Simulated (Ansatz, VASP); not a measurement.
**Al: VASP beside Ansatz**

```
Al
1.0
     2.85079    0.00000    0.00000
    -1.42539    2.46885    0.00000
     0.00000    0.00000    4.63631
Al
2
Direct
  0.00000 0.00000 0.00000
  0.33333 0.66667 0.50000
```

Alike in both runs: functional PBEsol; k mesh 18 × 18 × 10; occupations gaussian, width 0.1 eV; no spin polarisation.

Ansatz relaxed the structure, and its values are those at the end. VASP's run is a single point on that final structure, the one shown.

```csv
,VASP,Ansatz
version,VASP 6.6.1,Ansatz 0.2.0
potentials or method,"VASP PAW PBE potentials, release 64 (Al)","scalar-relativistic, plane waves, PAW"
plane-wave cutoff (eV),520,420
valence electrons in the cell,6,6
```

```tsv
	VASP	Ansatz	Ansatz less VASP
gap on the k mesh at the Fermi level (eV)	none	none	-
pressure (GPa)	0.0	0.0	-0.06
```

A gap of «none» marks a metal or a gap that the smearing closes. With one functional, cell and mesh, what is left measures potentials, basis and numerics.

Caveats: the PAW data sets were made with another functional, which shifts forces and pressure a little (VASP).
